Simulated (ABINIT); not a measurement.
Br:

```
Br
1.0
     3.36325   -2.32255    0.00000
     3.36325    2.32255    0.00000
     0.00000    0.00000    8.70230
Br
4
Direct
  0.36510 0.63490 0.39010
  0.13490 0.86510 0.89010
  0.63490 0.36510 0.60990
  0.86510 0.13490 0.10990
```

Base run:

```yaml
Program: ABINIT 10.8.3 (patched build)
Functional: PBE
Potentials_or_basis: SG15 NC PBE v1.2
Cutoff: 381 eV
k_mesh: 5 × 5 × 2
Occupations: fermi-dirac, width 0.05 eV
Spin: no spin polarisation
```

Its results: band gap on the k mesh 1.90 eV, indirect (least direct gap 1.92 eV); pressure 2.1 GPa; largest force 1.010 eV/Å.

Task: After a change of settings the same cell gave: band gap on the k mesh 1.73 eV, indirect (least direct gap 1.75 eV); pressure -1.7 GPa; largest force 0.693 eV/Å. Which change was it?
A. functional from PBE to PBEsol; potentials or basis from SG15 NC PBE v1.2 to JTH PAW PBE v2.0; cutoff from 381 eV to 299 eV
B. potentials or basis from SG15 NC PBE v1.2 to PseudoDojo NC SR PBE v0.4.1 standard; cutoff from 381 eV to 490 eV
C. functional from PBE to LDA; potentials or basis from SG15 NC PBE v1.2 to PseudoDojo NC SR LDA v0.4.1 standard; cutoff from 381 eV to 490 eV
D. potentials or basis from SG15 NC PBE v1.2 to SPMS NC PBE v1.0

Result: C.

Caveats: an odd mesh through Γ misses points on the zone boundary, where band edges often lie; forces of over 1 eV/Å show positions far from the minimum, so gaps and moduli don't describe the material at rest (some runs).

Not every run made on this cell is shown here.
